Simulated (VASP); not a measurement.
TiO2:

```xyz
6
Lattice="4.5998 0.0000 0.0000 0.0000 4.5998 0.0000 0.0000 0.0000 2.9592" Properties=species:S:1:pos:R:3 pbc="T T T"
Ti    0.0000    0.0000    1.4796
Ti    2.2999    2.2999    0.0000
O     1.3998    1.3998    1.4796
O     0.9001    3.6997    0.0000
O     3.6997    0.9001    0.0000
O     3.2000    3.2000    1.4796
```

The cell is a database's computed one.

```yaml
Program: VASP 6.6.1
Task: relaxation of cell and atoms
Functional: LDA
Potentials_or_basis: VASP PAW LDA potentials, release 64 (Ti_sv, O)
Cutoff: 600 eV
k_mesh: 6 × 6 × 9
Occupations: fermi-dirac, width 0.05 eV
Spin: no spin polarisation
```

At the start: pressure -8.1 GPa; volume 10.44 Å³/atom.

Q: Where does the relaxation end?

A: Over 6 steps the energy falls by 9.0 meV/atom and the volume is 10.09 Å³/atom (-3.3 %); space group P4_2/mnm (No. 136, to 0.05 Å).

The path:
| step | energy change (eV) | largest force (eV/Å) | pressure (GPa) | volume (Å³) |
| --- | --- | --- | --- | --- |
| 1 | 0.0000 | 0.0986 | -8.13 | 62.61 |
| 2 | 0.0622 | 0.4592 | 13.48 | 57.94 |
| 3 | -0.0530 | 0.1010 | -0.20 | 60.67 |
| 4 | -0.0531 | 0.1054 | -0.09 | 60.63 |
| 5 | -0.0542 | 0.0126 | 0.01 | 60.54 |
| 6 | -0.0542 | 0.0020 | 0.05 | 60.53 |

Final structure:
```xyz
6
Lattice="4.5519 0.0000 0.0000 0.0000 4.5519 0.0000 0.0000 0.0000 2.9213" Properties=species:S:1:pos:R:3 pbc="T T T"
Ti    4.5519    4.5519    1.4607
Ti    2.2760    2.2760    2.9213
O     1.3830    1.3830    1.4607
O     0.8930    3.6589    0.0000
O     3.6589    0.8930    2.9213
O     3.1689    3.1689    1.4607
```
